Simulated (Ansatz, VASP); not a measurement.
Sn: VASP beside Ansatz

File INCAR:

```
PREC = Accurate
ENCUT = 520
EDIFF = 1E-7
ISMEAR = -1
SIGMA = 0.05
LREAL = False
LASPH = True
NELM = 100
ALGO = Fast
ISIF = 2
LWAVE = False
LCHARG = False
GGA = PE
NBANDS = 21
```

KPOINTS

```
Automatic mesh
0
Gamma
  13 13 13
```

POSCAR

```
Sn
1.0
    0.0000000000      3.2333428000      3.2333428000
    3.2333428000      0.0000000000      3.2333428000
    3.2333428000      3.2333428000      0.0000000000
Sn
2
Direct
    0.7500000000      0.7500000000      0.7500000000
    0.5000000000      0.5000000000      0.5000000000
```

input.yaml

```yaml
crystal:
  lattice:
    - [0.0, 3.2333428, 3.2333428]
    - [3.2333428, 0.0, 3.2333428]
    - [3.2333428, 3.2333428, 0.0]
  atoms:
    - { symbol: Sn, position: [0.75, 0.75, 0.75] }
    - { symbol: Sn, position: [0.5, 0.5, 0.5] }
hamiltonian:
  xc: pbe
  pseudopotentials: { kind: paw }
kpoints:
  mp_grid: { grid: [13, 13, 13] }
scf:
  occupations: { method: fermi_dirac, width: 0.05 }
output:
  forces: true
  stress: true
  eigenvalues: true
```

This isn't the form of Sn at room conditions, which is tetragonal (white tin).

Alike in both runs: task single point; functional PBE; k mesh 13 × 13 × 13; occupations fermi-dirac, width 0.05 eV; no spin polarisation.

```csv
,VASP,Ansatz
version,VASP 6.6.1,Ansatz 0.2.0
potentials or method,"VASP PAW PBE potentials, release 64 (Sn_d)",Ansatz PAW
plane-wave cutoff (eV),520,420
valence electrons in the cell,28,28
```

|  | VASP | Ansatz | Ansatz less VASP |
| --- | --- | --- | --- |
| gap on the k mesh at the Fermi level (eV) | none | none | - |
| pressure (GPa) | 3.7 | 3.8 | +0.08 |

A gap of «none» marks a metal or a gap that the smearing closes.
